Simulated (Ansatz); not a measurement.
## CdS in Ansatz: convergence with smearing width

Input of the first run (smearing width 0.3 eV); the others differ in this setting and in those tied to it:

The input input.yaml:

```yaml
crystal:
  lattice:
    - [4.2611695877, 0.0, 0.0]
    - [-2.1305847939, 3.6902811128, 0.0]
    - [0.0, 0.0, 5.80417294]
  atoms:
    - { symbol: Cd, position: [0.0, 0.0, 0.44269192] }
    - { symbol: S, position: [0.6666666667, 0.3333333333, 0.43430808] }
hamiltonian:
  xc: r2scan
  pseudopotentials: { kind: nc, accuracy: stringent }
kpoints:
  mp_grid: { grid: [6, 6, 4] }
scf:
  occupations: { method: methfessel_paxton, width: 0.3 }
output:
  forces: true
  stress: true
  eigenvalues: true
```

Potentials or basis: PseudoDojo stringent (PBE files).

Launch:

```console
$ ansatz run input.yaml --threads 2 --pin off --max-ram 5632MiB --backend cpu --events-out ev --progress --plain --runs-dir out
```

Measurements of this composition are mostly on another form, of space group No. 186.

Hardware: 2 threads of Intel(R) Xeon(R) 6975P-C (Granite Rapids) (shared host).

```csv
smearing width,"energy less the tightest run, at zero smearing (meV/atom)",SCF cycles,CPU time (s),peak memory (GiB)
0.3 eV,0.00,8,21,1.4
0.2 eV,0.00,8,21,1.4
0.15 eV,0.00,8,21,1.4
0.1 eV,0.00,8,21,1.4
0.05 eV,0.00,8,21,1.4
0.025 eV,0.00,8,22,1.4
0.01 eV,0.00,8,22,1.4
0.005 eV,0.00,8,22,1.4
```

Against the tightest run, the energy stays within 1 meV/atom from 0.3 eV on. The tightest run that finished is the yardstick and may itself not be fully converged.

Caveat, for the tightest run too: the meta-GGA runs on potentials made for a GGA.
